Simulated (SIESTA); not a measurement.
## As in SIESTA: convergence with k mesh

Input of the first run (k mesh 2 × 2 × 2); the others differ in this setting and in those tied to it:

Contents of As.fdf:

```
SystemName                      Arsenolamprite
SystemLabel                     As
NumberOfSpecies                 1
NumberOfAtoms                   2
%block ChemicalSpeciesLabel
  1  33 As
%endblock ChemicalSpeciesLabel

LatticeConstant                 1.0 Ang
%block LatticeVectors
     1.8807968987     1.0858785957     3.5140619945
    -1.8807968987     1.0858785957     3.5140619945
     0.0000000000    -2.1717571915     3.5140619945
%endblock LatticeVectors
AtomicCoordinatesFormat         Fractional
%block AtomicCoordinatesAndAtomicSpecies
     0.2118200000     0.2247440000     0.2328240000  1  As
     0.7755240000     0.7755010000     0.7681290000  1  As
%endblock AtomicCoordinatesAndAtomicSpecies

%block kgrid.MonkhorstPack
    2   0   0  0.0
    0   2   0  0.0
    0   0   2  0.0
%endblock kgrid.MonkhorstPack
XC.Functional                   GGA
XC.Authors                      RPBE
PAO.BasisSize                   DZP
PAO.EnergyShift                 0.003 Ry
Mesh.Cutoff                     500 Ry
OccupationFunction              FD
ElectronicTemperature           0.05 eV
MaxSCFIterations                120
SCF.MustConverge                false
SCF.Mixer.Method                Pulay
SCF.Mixer.Weight                0.25
SCF.Mixer.History               8
SCF.DM.Tolerance                5.0e-05
SCF.H.Tolerance                 1.0e-03 eV
WriteForces                     true
Charge.Mulliken                 end
%block PAO.Basis
  As 4
  n=4 0 2
    5.535 0.000
  n=4 1 2
    7.445 0.000
  n=3 2 2
    2.890 0.000
  n=4 2 1
    7.445
%endblock PAO.Basis
```

Potentials or basis: PseudoDojo 0.4 standard (PBE files), DZP (energy shift 0.003 Ry; two zetas on semicore shells).

Command:

```bash
$ siesta < As.fdf > As.out 2>&1
```

The cell isn't the ideal one: atoms moved at random, drawn with an rms of 0.05 Å.

Hardware: 1 thread of Intel(R) Xeon(R) Platinum 8488C (Sapphire Rapids), on a shared host.

Question: The values tried are 2 × 2 × 2, 4 × 4 × 4, 5 × 5 × 5, 6 × 6 × 6, 8 × 8 × 8, 9 × 9 × 9, 11 × 11 × 11, loosest first. From which on does the pressure stay within 0.1 GPa of the tightest run that finished?

Answer: From 8 × 8 × 8 on.

| k mesh | energy less the tightest run, at zero smearing (meV/atom) | pressure (GPa) | largest force (eV/Å) | gap on the mesh (eV) | SCF cycles | CPU time (s) | peak memory (GiB) |
| --- | --- | --- | --- | --- | --- | --- | --- |
| 2 × 2 × 2 | 940.70 | 21.15 | 1.512 | - | 10 | 20 | 0.25 |
| 4 × 4 × 4 | -45.49 | 8.68 | 0.830 | 0.000 | 7 | 17 | 0.24 |
| 5 × 5 × 5 | -30.41 | 8.43 | 1.011 | 0.053 | 7 | 18 | 0.24 |
| 6 × 6 × 6 | -20.84 | 8.65 | 1.122 | 0.000 | 7 | 19 | 0.24 |
| 8 × 8 × 8 | -5.33 | 8.80 | 1.193 | 0.000 | 8 | 25 | 0.24 |
| 9 × 9 × 9 | -2.99 | 8.82 | 1.213 | 0.000 | 8 | 26 | 0.25 |
| 11 × 11 × 11 | 0.00 | 8.86 | 1.212 | 0.000 | 8 | 34 | 0.24 |

Against the tightest run, the largest force stays within 0.005 eV/Å from 9 × 9 × 9 on; the gap on the mesh stays within 0.01 eV from 6 × 6 × 6 on. Not settled before the last step: the energy (to 1 meV/atom). Meshes of other sizes hit other points, so gaps and Fermi surfaces needn't settle smoothly. The tightest run that finished is the yardstick and may itself not be fully converged.

Caveat, for the tightest run too: the potentials were made for another functional, which shifts forces and pressure; the basis of atomic orbitals isn't converged, which shifts pressures, moduli and gaps.
